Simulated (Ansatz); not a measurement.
InGaAs₂ (P-4m2) under strain

InGaAs₂ (P-4m2) from a database structure, relaxed with r2SCAN in Ansatz 0.2.0. Space group P-4m2 (No. 115), tetragonal; a = 4.156 Å, c = 5.914 Å in the conventional setting, 25.54 Å³ an atom. Around In lie 4 As at 2.62 Å; around Ga lie 4 As at 2.48 Å; around As lie 2 Ga at 2.48 Å and 2 In at 2.62 Å.

The axes x, y and z are those of this cell:
```yaml
crystal:
  lattice:
    - [4.15600, 0.00000, 0.00000]
    - [0.00000, 4.15600, 0.00000]
    - [0.00000, 0.00000, 5.91353]
  atoms:
    - { symbol: In, position: [0.00000, 0.00000, 0.50000] }
    - { symbol: Ga, position: [0.50000, 0.50000, 0.00000] }
    - { symbol: As, position: [0.50000, 0.00000, 0.76993] }
    - { symbol: As, position: [0.00000, 0.50000, 0.23007] }
```

Unstrained: With HSE06 the gap is 0.656 eV and direct, at Γ. Meshes: HSE06 4×4×4. Strains are changes of length per length. After each strain the atoms were relaxed again with r2SCAN within the symmetry that the strain leaves, so tilts or polar shifts that break it weren't tested; points keep the names that they have in the unstrained zone. No spin polarisation and no zero-point or thermal motion.

Changes of the least gap in eV (an overlap counts as a negative gap):
```csv
strain,volume change (%),space group,HSE06
isotropic -0.59 % on every length,-1.8,P-4m2,+0.118
"epitaxial +4.23 % in the xy plane, free normal strain -4.24 %",+4.0,P-4m2,-0.433
uniaxial +5.19 % along y,+5.2,Pmm2,-0.449
uniaxial -5.13 % along x,-5.1,Pmm2,+0.001
```

Isotropic -0.59 % on every length. HSE06: the gap goes from 0.656 to 0.774 eV (+0.118 eV); with HSE06 the top three valence levels at Γ, grouped 2+1 from the top over 138 meV, become 2+1 over 147 meV. For HSE06, dE_g/d ln V = -6.6 eV over this step.

Epitaxial +4.23 % in the xy plane, free normal strain -4.24 %. HSE06: the gap goes from 0.656 to 0.223 eV (-0.433 eV); with HSE06 the top three valence levels at Γ, grouped 2+1 from the top over 138 meV, become 1+2 over 234 meV.

Uniaxial +5.19 % along y, other directions held. HSE06: the gap goes from 0.656 to 0.207 eV (-0.449 eV); with HSE06 the top three valence levels at Γ, grouped 2+1 from the top over 138 meV, become 1+1+1 over 294 meV.

Uniaxial -5.13 % along x, other directions held. HSE06: the gap goes from 0.656 to 0.657 eV (+0.001 eV); with HSE06 the top three valence levels at Γ, grouped 2+1 from the top over 138 meV, become 1+1+1 over 580 meV.

No spin-orbit coupling is included; it can move band edges with weight on the heavy atoms by tenths of an eV.

The meshes of the hybrids are coarse, so their gaps aren't converged to the digits shown.

The splittings at Γ are without spin-orbit coupling, which regroups them where it is of like size or larger.
